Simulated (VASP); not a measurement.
# Sb (I4/mmm) in VASP: further runs

One crystal, Sb, is run at these levels: r2SCAN; tasks: single point.

Program: VASP 6.6.1. These are calculated values, not measurements. Logs are shortened: lines on timing, memory, paths and dates and some standing lists are left out, and cuts for length are marked.

**1. The crystal as given**

Symmetry: I4/mmm, No. 139, tetragonal system. The conventional cell has a = 3.153 Å, b = 3.153 Å, c = 5.424 Å, α = 90.00°, β = 90.00°, γ = 90.00°. Sb (site symmetry 4/mmm) is surrounded by 12 Sb at 3.15 to 3.51 Å.

This isn't the form of Sb at room conditions, which is rhombohedral.

**2. Single point, r2SCAN**

Contents of INCAR:

```
SYSTEM = Sb
PREC = Accurate
ENCUT = 600
EDIFF = 1E-6
ISMEAR = 0
SIGMA = 0.1
LREAL = .FALSE.
LASPH = .TRUE.
NELM = 100
ALGO = Normal
ISIF = 2
LWAVE = .FALSE.
LCHARG = .FALSE.
METAGGA = R2SCAN
LMIXTAU = .TRUE.
ADDGRID = .FALSE.
```

Contents of KPOINTS:

```
regular mesh
0
G
  15 15 15
  0 0 0
```

Contents of POSCAR:

```
Sb
1.0
   -1.5765401831      1.5765401831      2.7119384313
    1.5765401831     -1.5765401831      2.7119384313
    1.5765401831      1.5765401831     -2.7119384313
Sb
1
Direct
    0.0000000000      0.0000000000      0.0000000000
```

Potentials or basis: VASP PAW PBE potentials, release 64 (Sb).

Launch:

```sh
$ cat potpaw_PBE.64/Sb/POTCAR > POTCAR
$ mpirun -np 1 vasp_std > vasp.out
```

OUTCAR:

```text
SYSTEM = Sb
   PREC = Accurate
   ENCUT = 600
   EDIFF = 1E-6
   ISMEAR = 0
   LREAL = .FALSE.
   LASPH = .TRUE.
   NELM = 100
   ISIF = 2
   METAGGA = R2SCAN

 Found    288 irreducible k-points:

 Following reciprocal coordinates:
            Coordinates               Weight
  0.000000  0.000000  0.000000      1.000000
  0.066667  0.000000  0.000000      8.000000
  0.133333  0.000000 -0.000000      8.000000
  0.200000  0.000000 -0.000000      8.000000
  0.266667  0.000000 -0.000000      8.000000
  0.333333  0.000000 -0.000000      8.000000
   k-points           NKPTS =    288   k-points in BZ     NKDIM =    288   number of bands    NBANDS=      6
   number of dos      NEDOS =    301   number of ions     NIONS =      1
   total plane-waves  NPLWV =  21952
   dimension x,y,z NGX =    28 NGY =   28 NGZ =   28
   dimension x,y,z NGXF=    56 NGYF=   56 NGZF=   56
   ions per type =               1
   NGX,Y,Z   is equivalent  to a cutoff of  13.26, 13.26, 13.26 a.u.
   NGXF,Y,Z  is equivalent  to a cutoff of  26.52, 26.52, 26.52 a.u.
 SYSTEM =  Sb
   PREC   = accura    normal or accurate (medium, high low for compatibility)
   ISTART =      0    job   : 0-new  1-cont  2-samecut
   ICHARG =      2    charge: 1-file 2-atom 10-const
   ISPIN  =      1    spin polarized calculation?
   LNONCOLLINEAR =      F non collinear calculations
   LSORBIT =      F    spin-orbit coupling
   LASPH  =      T    aspherical Exc in radial PAW
   ENCUT  =  600.0 eV  44.10 Ry    6.64 a.u.   7.01  7.01  7.01*2*pi/ulx,y,z
   NELM   =    100;   NELMIN=  2; NELMDL= -5     # of ELM steps
   EDIFF  = 0.1E-05   stopping-criterion for ELM
   LREAL  =      F    real-space projection
   EDIFFG = 0.1E-04   stopping-criterion for IOM
   NSW    =      0    number of steps for IOM
   IBRION =     -1    ionic relax: 0-MD 1-quasi-New 2-CG
   NFREE  =      0    steps in history (QN), initial steepest desc. (CG)
   ISIF   =      2    stress and relaxation
   ISYM   =      2    0-nonsym 1-usesym 2-fastsym
   POTIM  = 0.5000    time-step for ionic-motion
   TEBEG  =    0.0;   TEEND  =   0.0 temperature during run
   PSTRESS=    0.0 pullay stress
   NELECT =       5.0000    total number of electrons
   NUPDOWN=      -1.0000    fix difference up-down
   EMIN   =  10.00;   EMAX   =-10.00  energy-range for DOS
   EFERMI =   0.00;   METHOD = LEGACY
   ISMEAR =     0;   SIGMA  =   0.10  broadening in eV -4-tet -1-fermi 0-gaus
   EFERMI_NEDOS =   21; number of points for ismear=-14 and -15
   IALGO  =     38    algorithm
   IMIX   =      4    mixing-type and parameters
     AMIX     =   0.40;   BMIX     =  1.00
     AMIX_MAG =   1.60;   BMIX_MAG =  1.00
  volume/ion in A,a.u.               =      26.96       181.95
  Fermi-wavevector in a.u.,A,eV,Ry     =   0.933573  1.764197 11.858269  0.871558
  Thomas-Fermi vector in A             =   2.060288
   LORBIT       =      0    0 simple, 1 ext, 2 COOP (PROOUT), +10 PAW based schemes
   METAGGA = R2SCAN    functional components
   LHFCALC =     F    Hartree Fock is set to
   AEXX    =    0.0000 exact exchange contribution
   IVDW    =     0    specifies the selected vdW correction
   LEPSILON=     F    determine dielectric tensor
   LRPA    =     F    only Hartree local field effects (RPA)
 non-spin polarized calculation
 Gauss-broadening in eV      SIGMA  =   0.10
  energy-cutoff  :      600.00
  volume of cell :       26.96
 maximum number of plane-waves:       922
   NGX = 15   NGY = 15   NGZ = 15

 number of electron       5.0000000 magnetization

 Free energy of the ion-electron system (eV)
  ---------------------------------------------------
  ext. energy  EPLUGINS =         0.00000000
  ---------------------------------------------------
  free energy    TOTEN  =       -25.26323492 eV

  energy without entropy =      -25.25987133  energy(sigma->0) =      -25.26155312

 E-fermi :   8.4722     XC(G=0): -10.7834

 val. band max:        8.4704561961   @ k =  -0.4000   0.4667   0.2000
 cond. band min:       8.4996359880   @ k =  -0.2667   0.2667   0.1333
 fundamental gap:      0.0291797919
 Fermi energy:         8.4721776470

 k-point     1 :       0.0000    0.0000    0.0000
  band No.  band energies     occupation
      1      -5.1278      2.00000
      2      13.3272      0.00000
      3      14.2034      0.00000
      4      14.2034      0.00000
      5      18.1740      0.00000
      6      19.6797      0.00000

 k-point     2 :       0.0667    0.0000    0.0000
  band No.  band energies     occupation
      1      -5.0333      2.00000
      2      12.9296      0.00000
      3      13.4984      0.00000
      4      14.1818      0.00000
      5      18.3411      0.00000
      6      18.6645      0.00000

 k-point     3 :       0.1333    0.0000   -0.0000
  band No.  band energies     occupation
      1      -4.7507      2.00000
      2      11.3033      0.00000
      3      12.7232      0.00000
      4      14.1314      0.00000
      5      17.4561      0.00000
      6      18.6093      0.00000

 k-point     4 :       0.2000    0.0000   -0.0000
  band No.  band energies     occupation
      1      -4.2828      2.00000
      2       9.2465      0.00000
      3      12.0327      0.00000
      4      14.0835      0.00000
      5      16.6312      0.00000
      6      18.4886      0.00000

 k-point     5 :       0.2667    0.0000   -0.0000
  band No.  band energies     occupation
      1      -3.6376      2.00000
      2       7.2025      2.00000
      3      11.3923      0.00000
      4      14.0632      0.00000
      5      15.9856      0.00000
      6      18.4502      0.00000

 k-point     6 :       0.3333    0.0000   -0.0000
  band No.  band energies     occupation
      1      -2.8354      2.00000
      2       5.3030      2.00000
      3      10.8672      0.00000
      4      14.0771      0.00000
      5      15.5090      0.00000
      6      18.5468      0.00000

 [... further k-points ...]

------------------------ aborting loop because EDIFF is reached ----------------------------------------

  FORCE on cell =-STRESS in cart. coord.  units (eV):
  Direction    XX          YY          ZZ          XY          YZ          ZX
  --------------------------------------------------------------------------------------
  -------------------------------------------------------------------------------------
  Total        0.0933326      0.0933326      0.4068312      0.0000000     -0.0000000      0.0000000
  in kB        5.5461826      5.5461826     24.1754708      0.0000000     -0.0000000      0.0000000
  external PRESSURE =      11.7559453 kB  Pullay stress =       0.0000000 kB

 VOLUME and BASIS-vectors are now :
 -----------------------------------------------------------------------------
  energy-cutoff  :      600.00
  volume of cell :       26.96
      direct lattice vectors                 reciprocal lattice vectors
    -1.576540183  1.576540183  2.711938431     0.000000000  0.317150178  0.184369967
     1.576540183 -1.576540183  2.711938431     0.317150178  0.000000000  0.184369967
     1.576540183  1.576540183 -2.711938431     0.317150178  0.317150178  0.000000000

 POSITION                                       TOTAL-FORCE (eV/Angst)
 -----------------------------------------------------------------------------------
      0.00000      0.00000      0.00000         0.000000     -0.000000      0.000000
 -----------------------------------------------------------------------------------
    total drift:                               -0.000000      0.000000      0.000000

  FREE ENERGIE OF THE ION-ELECTRON SYSTEM (eV)
  ---------------------------------------------------
  free  energy   TOTEN  =       -25.2632349151 eV

  energy  without entropy=      -25.2598713290  energy(sigma->0) =      -25.26155312
```

It took 1.8 min on 1 thread of Intel Xeon 6975P-C (Granite Rapids), shared host; peak memory 0.21 GiB.

The run converged, but some of its settings lie outside the range that counts as converged, so its numbers aren't taken as properties of the crystal.

What came out:

```
Free energy            : -25.2632 eV
Pressure               : 1.2 GPa
Band gap on the k mesh : none (metal or under the smearing width)
```

Caveat: the PAW data sets were made with another functional, which shifts forces and pressure a little.

**3. Single point, r2SCAN**

INCAR is that of step 2.

KPOINTS is that of step 2.

Contents of POSCAR:

```
Sb
1.0
   -1.5638750000      1.6131910000      2.7402030000
    1.6104090000     -1.5604430000      2.7365900000
    1.5281950000      1.5247630000     -2.7095380000
Sb
1
Direct
    0.0004760000      0.0218010000      0.0165680000
```

Potentials or basis: VASP PAW PBE potentials, release 64 (Sb).

Launch:

```sh
$ cat potpaw_PBE.64/Sb/POTCAR > POTCAR
$ mpirun -np 1 vasp_std > vasp.out
```

Run time: 10 min. Hardware: 1 thread of Intel Xeon 6975P-C (Granite Rapids), shared host; peak memory 0.5 GiB.

These settings aren't checked as converged: the numbers below hold their error.

What came out:

* Free energy: -25.2672 eV
* Pressure: 1.3 GPa
* Band gap on the k mesh: none (metal or under the smearing width)

Caveat: the PAW data sets were made with another functional, which shifts forces and pressure a little.

**4. Single point, r2SCAN**

INCAR: that of step 3 with these lines changed.

```diff
@@ -2,3 +2,3 @@
 PREC = Accurate
-ENCUT = 600
+ENCUT = 500
 EDIFF = 1E-6
```

Contents of KPOINTS:

```
regular mesh
0
G
  18 18 18
  0 0 0
```

Contents of POSCAR:

```
Sb
1.0
   -1.5765401831      1.5765401831      2.7119384313
    1.5765401831     -1.5765401831      2.7119384313
    1.5765401831      1.5765401831     -2.7119384313
Sb
1
Direct
    0.0000000000      0.0000000000      0.0000000000
```

Launch:

```sh
$ cat potpaw_PBE.64/Sb/POTCAR > POTCAR
$ mpirun -np 1 vasp_std > vasp.out
```

It took 3 min on 1 thread of Intel Xeon 6975P-C (Granite Rapids), shared host; peak memory 0.22 GiB.

These settings aren't checked as converged: the numbers below hold their error.

Results:

| Item | Value |
| --- | --- |
| Free energy | -25.2661 eV |
| Pressure | 1.3 GPa |
| Band gap on the k mesh | none (metal or under the smearing width) |

Caveat: the PAW data sets were made with another functional, which shifts forces and pressure a little.

**5. Single point, r2SCAN**

INCAR: that of step 4 with these lines changed.

```diff
@@ -2,3 +2,3 @@
 PREC = Accurate
-ENCUT = 500
+ENCUT = 600
 EDIFF = 1E-6
```

KPOINTS is that of step 4.

POSCAR is that of step 4.

Potentials or basis: VASP PAW PBE potentials, release 64 (Sb).

Launch:

```sh
$ cat potpaw_PBE.64/Sb/POTCAR > POTCAR
$ mpirun -np 1 vasp_std > vasp.out
```

OUTCAR:

```text
SYSTEM = Sb
   PREC = Accurate
   ENCUT = 600
   EDIFF = 1E-6
   ISMEAR = 0
   LREAL = .FALSE.
   LASPH = .TRUE.
   NELM = 100
   ISIF = 2
   METAGGA = R2SCAN

 Found    480 irreducible k-points:

 Following reciprocal coordinates:
            Coordinates               Weight
  0.000000  0.000000  0.000000      1.000000
  0.055556  0.000000 -0.000000      8.000000
  0.111111  0.000000 -0.000000      8.000000
  0.166667 -0.000000  0.000000      8.000000
  0.222222  0.000000  0.000000      8.000000
  0.277778  0.000000  0.000000      8.000000
   k-points           NKPTS =    480   k-points in BZ     NKDIM =    480   number of bands    NBANDS=      6
[... 130 lines left out ...]

  FORCE on cell =-STRESS in cart. coord.  units (eV):
  Direction    XX          YY          ZZ          XY          YZ          ZX
  --------------------------------------------------------------------------------------
  -------------------------------------------------------------------------------------
  Total        0.1306009      0.1306009      0.3788239      0.0000000      0.0000000      0.0000000
  in kB        7.7608037      7.7608037     22.5111674      0.0000000      0.0000000      0.0000000
  external PRESSURE =      12.6775916 kB  Pullay stress =       0.0000000 kB

 VOLUME and BASIS-vectors are now :
 -----------------------------------------------------------------------------
  energy-cutoff  :      600.00
  volume of cell :       26.96
      direct lattice vectors                 reciprocal lattice vectors
    -1.576540183  1.576540183  2.711938431     0.000000000  0.317150178  0.184369967
     1.576540183 -1.576540183  2.711938431     0.317150178  0.000000000  0.184369967
     1.576540183  1.576540183 -2.711938431     0.317150178  0.317150178  0.000000000

 POSITION                                       TOTAL-FORCE (eV/Angst)
 -----------------------------------------------------------------------------------
      0.00000      0.00000      0.00000         0.000000      0.000000      0.000000
 -----------------------------------------------------------------------------------
    total drift:                                0.000000      0.000000      0.000000

  FREE ENERGIE OF THE ION-ELECTRON SYSTEM (eV)
  ---------------------------------------------------
  free  energy   TOTEN  =       -25.2661757283 eV

  energy  without entropy=      -25.2625022009  energy(sigma->0) =      -25.26433896
```

OSZICAR:

```text
N       E                     dE             d eps       ncg     rms          rms(c)
DAV:   1    -0.122220739637E+02   -0.12222E+02   -0.18439E+03  5772   0.641E+02
DAV:   2    -0.256679291061E+02   -0.13446E+02   -0.12943E+02  8328   0.824E+01
DAV:   3    -0.258847267098E+02   -0.21680E+00   -0.21465E+00  6744   0.112E+01
DAV:   4    -0.258855619831E+02   -0.83527E-03   -0.83521E-03  7914   0.929E-01
DAV:   5    -0.258855648729E+02   -0.28898E-05   -0.28896E-05  7146   0.419E-02    0.150E+00
DAV:   6    -0.251495990963E+02    0.73597E+00   -0.12431E-01  6270   0.353E+00    0.974E-01
DAV:   7    -0.253281234922E+02   -0.17852E+00   -0.10968E-01  5766   0.310E+00    0.156E-01
DAV:   8    -0.252657313587E+02    0.62392E-01   -0.57250E-02  6042   0.231E+00    0.779E-02
DAV:   9    -0.252650725193E+02    0.65884E-03   -0.64115E-04  7488   0.253E-01    0.991E-02
DAV:  10    -0.252633219064E+02    0.17506E-02   -0.23189E-03  5850   0.470E-01    0.367E-02
DAV:  11    -0.252656114949E+02   -0.22896E-02   -0.13269E-03  6054   0.406E-01    0.400E-02
DAV:  12    -0.252658970834E+02   -0.28559E-03   -0.14368E-04  6102   0.120E-01    0.290E-02
DAV:  13    -0.252659276068E+02   -0.30523E-04   -0.59204E-06  7968   0.254E-02    0.277E-02
DAV:  14    -0.252659110263E+02    0.16581E-04   -0.44868E-06  5964   0.233E-02    0.268E-02
DAV:  15    -0.252661670658E+02   -0.25604E-03   -0.23834E-04  5796   0.196E-01    0.485E-03
DAV:  16    -0.252661755959E+02   -0.85302E-05   -0.99979E-06  7524   0.346E-02    0.445E-03
DAV:  17    -0.252661757283E+02   -0.13235E-06   -0.35429E-07  3348   0.636E-03
   1 F= -.25266176E+02 E0= -.25264339E+02  d E =-.367353E-02
```

stdout:

```text
POSCAR found type information on POSCAR Sb
 POSCAR found :  1 types and       1 ions
 scaLAPACK will be used
 -----------------------------------------------------------------------------
|                                                                             |
|                                                                             |
|     You enforced a specific xc type in the INCAR file but a different       |
|     I HOPE YOU KNOW WHAT YOU ARE DOING!                                     |
|                                                                             |
 -----------------------------------------------------------------------------

 LDA part: xc-table for (None), standard interpolation
 POSCAR, INCAR and KPOINTS ok, starting setup
 FFT: planning ... GRIDC
 FFT: planning ... GRID_SOFT
 FFT: planning ... GRID
 WAVECAR not read
 entering main loop
```

Run time: 3.1 min. Hardware: 1 thread of Intel Xeon 6975P-C (Granite Rapids), shared host; peak memory 0.25 GiB.

The run converged, but some of its settings lie outside the range that counts as converged, so its numbers aren't taken as properties of the crystal.

What came out:

```
Free energy            : -25.2662 eV
Pressure               : 1.3 GPa
Band gap on the k mesh : none (metal or under the smearing width)
```

Caveat: the PAW data sets were made with another functional, which shifts forces and pressure a little.
